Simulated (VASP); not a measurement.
A calculation with VASP 6.6.1 of Si (ASE script, Cartesian positions):

The input run.py:

```python
from ase.calculators.vasp import Vasp
from ase.dft.bandgap import bandgap
from ase.io import read

atoms = read('Si.xyz')
calc = Vasp(
    directory='calc',
    xc='rpbe',
    pp='PBE',
    setups='recommended',
    pp_version='54',
    prec='Accurate',
    encut=520,
    ediff=1e-07,
    ismear=0,
    sigma=0.02,
    lreal=False,
    lasph=True,
    nelm=80,
    algo='Normal',
    isif=2,
    lwave=False,
    lcharg=False,
    kpts=[6, 6, 6],
    gamma=True,
    nbands=21,
)
atoms.calc = calc

print('energy (eV):', atoms.get_potential_energy())
print('free energy (eV):', atoms.get_potential_energy(force_consistent=True))
print('forces (eV/A):')
print(atoms.get_forces())
print('stress (eV/A^3, Voigt):', atoms.get_stress())
print('Fermi level (eV):', calc.get_fermi_level())
gap, top, bottom = bandgap(calc)
print('band gap (eV):', gap, 'from (spin, k, band)', top, 'to', bottom)
```

Contents of Si.xyz:

```xyz
6
Lattice="-3.3360831900 3.3360831900 3.3360831900 3.3360831900 -3.3360831900 3.3360831900 3.3360831900 3.3360831900 -3.3360831900" Properties=species:S:1:pos:R:3 pbc="T T T"
Si     1.6680415950      0.0000000000      3.3360831900
Si     3.3360831900      0.0000000000      1.6680415950
Si     3.3360831900      1.6680415950      0.0000000000
Si     1.6680415950      3.3360831900      0.0000000000
Si     0.0000000000      1.6680415950      3.3360831900
Si     0.0000000000      3.3360831900      1.6680415950
```

Potentials or basis: VASP PAW PBE potentials, release 54 (Si).

Command:

```console
$ python run.py
```

This isn't the form of Si at room conditions, which is diamond.

Q: Write the same calculation in another form: native input, structure from a POSCAR.

A: As run:

INCAR

```
SYSTEM = Si
PREC     = Accurate       ! precision mode
ENCUT    = 520            ! plane-wave cutoff, eV
EDIFF    = 1E-6           ! SCF threshold, eV
ISMEAR   = 0              ! smearing method
SIGMA    = 0.02           ! smearing width, eV
LREAL    = .False.        ! projectors in reciprocal space
LASPH    = .True.         ! aspherical terms in the spheres
NELM     = 100            ! most SCF steps
ALGO     = Normal         ! electronic algorithm
ISIF     = 2              ! what is computed and relaxed
LWAVE    = .False.        ! write WAVECAR
LCHARG   = .False.        ! write CHGCAR
GGA      = RP             ! functional
NBANDS   = 21             ! bands
```

Contents of KPOINTS:

```
regular mesh
0
Gamma
  6 6 6
  0 0 0
```

POSCAR

```
Si
1.0
   -3.3360831900      3.3360831900      3.3360831900
    3.3360831900     -3.3360831900      3.3360831900
    3.3360831900      3.3360831900     -3.3360831900
Si
6
Direct
    0.5000000000      0.7500000000      0.2500000000
    0.2500000000      0.7500000000      0.5000000000
    0.2500000000      0.5000000000      0.7500000000
    0.5000000000      0.2500000000      0.7500000000
    0.7500000000      0.5000000000      0.2500000000
    0.7500000000      0.2500000000      0.5000000000
```

Potentials or basis: VASP PAW PBE potentials, release 54 (Si).

The run is started by

```console
$ cat potpaw_PBE.54/Si/POTCAR > POTCAR
$ mpirun -np 1 vasp_std > vasp.out
```

Both were run:

|  | ASE script, Cartesian positions | native input, structure from a POSCAR |
| --- | --- | --- |
| Pressure | 3.0 GPa | 3.0 GPa |
| Band gap on the k mesh | 0.18 eV, indirect (least direct gap 0.40 eV) | 0.18 eV, indirect (least direct gap 0.40 eV) |

Keys that steer only the numerical path or the files written may differ.

Caveat: the PAW data sets were made with another functional, which shifts forces and pressure a little.
